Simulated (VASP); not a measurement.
A run of VASP 6.6.1 is set up as follows.

File POSCAR:

```
CdSe
1.0
    0.0000000000      3.0702711986      3.0702711986
    3.0702711986      0.0000000000      3.0702711986
    3.0702711986      3.0702711986      0.0000000000
Cd Se
1 1
Direct
    0.0000000000      0.0000000000      0.0000000000
    0.2500000000      0.2500000000      0.2500000000
```

Contents of INCAR.step1:

```
SYSTEM = CdSe
PREC     = Accurate       ! precision mode
ENCUT    = 520            ! plane-wave cutoff, eV
EDIFF    = 1E-5           ! SCF threshold, eV
ISMEAR   = 0              ! smearing method
SIGMA    = 0.02           ! smearing width, eV
LREAL    = .FALSE.        ! projectors in reciprocal space
LASPH    = .TRUE.         ! aspherical terms in the spheres
NELM     = 60             ! most SCF steps
ALGO     = Normal         ! electronic algorithm
ISIF     = 2              ! what is computed and relaxed
LWAVE    = .TRUE.         ! write WAVECAR
LCHARG   = .FALSE.        ! write CHGCAR
GGA      = PE             ! functional
```

INCAR.step2

```
SYSTEM = CdSe
PREC     = Accurate       ! precision mode
ENCUT    = 520            ! plane-wave cutoff, eV
EDIFF    = 1E-6           ! SCF threshold, eV
ISMEAR   = 0              ! smearing method
SIGMA    = 0.02           ! smearing width, eV
LREAL    = .FALSE.        ! projectors in reciprocal space
LASPH    = .TRUE.         ! aspherical terms in the spheres
NELM     = 60             ! most SCF steps
ALGO     = Normal         ! electronic algorithm
ISIF     = 2              ! what is computed and relaxed
LWAVE    = .FALSE.        ! write WAVECAR
LCHARG   = .FALSE.        ! write CHGCAR
METAGGA  = MBJ            ! meta-GGA
ISTART   = 1
```

KPOINTS

```
regular mesh
0
G
  8 8 8
  0 0 0
```

File KPOINTS_OPT:

```
path GXWKGLUWLK,UX
20
line-mode
reciprocal
 0.0000000000  0.0000000000  0.0000000000  G
 0.5000000000  0.0000000000  0.5000000000  X

 0.5000000000  0.0000000000  0.5000000000  X
 0.5000000000  0.2500000000  0.7500000000  W

 0.5000000000  0.2500000000  0.7500000000  W
 0.3750000000  0.3750000000  0.7500000000  K

 0.3750000000  0.3750000000  0.7500000000  K
 0.0000000000  0.0000000000  0.0000000000  G

 0.0000000000  0.0000000000  0.0000000000  G
 0.5000000000  0.5000000000  0.5000000000  L

 0.5000000000  0.5000000000  0.5000000000  L
 0.6250000000  0.2500000000  0.6250000000  U

 0.6250000000  0.2500000000  0.6250000000  U
 0.5000000000  0.2500000000  0.7500000000  W

 0.5000000000  0.2500000000  0.7500000000  W
 0.5000000000  0.5000000000  0.5000000000  L

 0.5000000000  0.5000000000  0.5000000000  L
 0.3750000000  0.3750000000  0.7500000000  K

 0.6250000000  0.2500000000  0.6250000000  U
 0.5000000000  0.0000000000  0.5000000000  X
```

Potentials or basis: VASP PAW PBE potentials, release 64 (Cd, Se).

Command:

```bash
$ cat potpaw_PBE.64/Cd/POTCAR potpaw_PBE.64/Se/POTCAR > POTCAR
$ cp INCAR.step1 INCAR
$ mpirun -np 1 vasp_std > vasp.out
$ cp INCAR.step2 INCAR
$ mpirun -np 1 vasp_std > vasp.out
```

Problem. Estimate the band gap on the k mesh.

Solution. 1.89 eV, direct.

Problem. Estimate the band gap along the path.

Solution. 1.89 eV, direct.

Levels at the corners of the path, in eV from the valence-band top:
| point | band 6 | band 7 | band 8 | band 9 | band 10 | band 11 | band 12 | band 13 |
| --- | --- | --- | --- | --- | --- | --- | --- | --- |
| Γ | -7.41 | 0.00 | 0.00 | 0.00 | 1.89 | 6.77 | 6.77 | 6.77 |
| X | -7.07 | -3.47 | -1.57 | -1.57 | 4.20 | 4.59 | 9.99 | 11.13 |
| X | -7.07 | -3.47 | -1.57 | -1.57 | 4.20 | 4.59 | 9.99 | 11.13 |
| W | -6.97 | -3.36 | -1.90 | -1.82 | 5.71 | 6.01 | 7.45 | 8.38 |
| W | -6.97 | -3.36 | -1.90 | -1.82 | 5.71 | 6.01 | 7.45 | 8.38 |
| K | -7.01 | -3.39 | -2.12 | -1.28 | 4.66 | 5.91 | 9.03 | 9.28 |
| K | -7.01 | -3.39 | -2.12 | -1.28 | 4.66 | 5.91 | 9.03 | 9.28 |
| Γ | -7.41 | 0.00 | 0.00 | 0.00 | 1.89 | 6.77 | 6.77 | 6.77 |
| Γ | -7.41 | 0.00 | 0.00 | 0.00 | 1.89 | 6.77 | 6.77 | 6.77 |
| L | -7.14 | -3.73 | -0.63 | -0.63 | 3.47 | 7.17 | 7.17 | 8.41 |
| L | -7.14 | -3.73 | -0.63 | -0.63 | 3.47 | 7.17 | 7.17 | 8.41 |
| U | -7.01 | -3.39 | -2.12 | -1.28 | 4.66 | 5.91 | 9.03 | 9.28 |
| U | -7.01 | -3.39 | -2.12 | -1.28 | 4.66 | 5.91 | 9.03 | 9.28 |
| W | -6.97 | -3.36 | -1.90 | -1.82 | 5.71 | 6.01 | 7.45 | 8.38 |
| W | -6.97 | -3.36 | -1.90 | -1.82 | 5.71 | 6.01 | 7.45 | 8.38 |
| L | -7.14 | -3.73 | -0.63 | -0.63 | 3.47 | 7.17 | 7.17 | 8.41 |
| L | -7.14 | -3.73 | -0.63 | -0.63 | 3.47 | 7.17 | 7.17 | 8.41 |
| K | -7.01 | -3.39 | -2.12 | -1.28 | 4.66 | 5.91 | 9.03 | 9.28 |
| U | -7.01 | -3.39 | -2.12 | -1.28 | 4.66 | 5.91 | 9.03 | 9.28 |
| X | -7.07 | -3.47 | -1.57 | -1.57 | 4.20 | 4.59 | 9.99 | 11.13 |
